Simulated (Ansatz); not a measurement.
# hcp against bcc along the 4d metals

Computed with Ansatz 0.2.0, DFT, revPBE, plane waves (420 eV) with PAW, scalar-relativistic. (PAW data from PBE, frozen cores regenerated.)

Each structure is relaxed within its symmetry, in the lowest magnetic state of the tried starts. Differences under about 8 meV lie within the error of the k-point mesh.

```
element  E(hcp) − E(bcc) (meV/atom)  V(hcp) (Å³/atom)  V(bcc) (Å³/atom)       state of hcp       state of bcc
      Y                        -120             33.86             34.09  spin not included  spin not included
     Zr                         -92             23.79             23.35       non-magnetic  spin not included
     Nb                         290             18.93             18.35  spin not included  spin not included
     Mo                         438             16.28             15.97  spin not included  spin not included
     Ru                        -617             13.91             14.41       non-magnetic  spin not included
     Rh                        -303             14.32             14.71  spin not included  spin not included
     Pd                         -14             15.76             15.76  spin not included       non-magnetic
     Ag                         -28             18.50             18.64  spin not included  spin not included
     Cd                         -46             24.12             24.49  spin not included  spin not included
```
